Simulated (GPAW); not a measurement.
AlNi3:

```
Ni Al
1.0
     0.00000    2.80189    2.80189
     2.80189    0.00000    2.80189
     2.80189    2.80189    0.00000
Ni Al
3 1
Direct
  0.75000 0.75000 0.75000
  0.00000 0.00000 0.00000
  0.25000 0.25000 0.25000
  0.50000 0.50000 0.50000
```

The cell comes from a database or a generator and needn't be the stable form of this composition.

Base run:

```yaml
Program: GPAW 26.7.0
Functional: PBEsol
Potentials_or_basis: PAW data sets generated in the run's folder for this functional
Cutoff: 600 eV
Basis: pw
k_mesh: 7 × 7 × 7
Occupations: fermi-dirac, width 0.05 eV
Spin: collinear spin, ferromagnetic start
Starting_moments: "[1.0, 1.0, 1.0, 0.0] μB"
Hubbard_terms: Ni d U = 4 eV
```

Its results: pressure -2.6 GPa; net moment 0.34 μB per cell.

Question: The run is repeated on the same cell with these changes: hubbard terms from Ni d U = 4 eV to none. What comes out?

Answer: Pressure 1.4 GPa; net moment 0.00 μB per cell.

Caveats: the stock nickel data set gives pressures a few GPa off other programs; the U is typed as a test and isn't derived for this compound (some runs).

Not every run made on this cell is shown here.
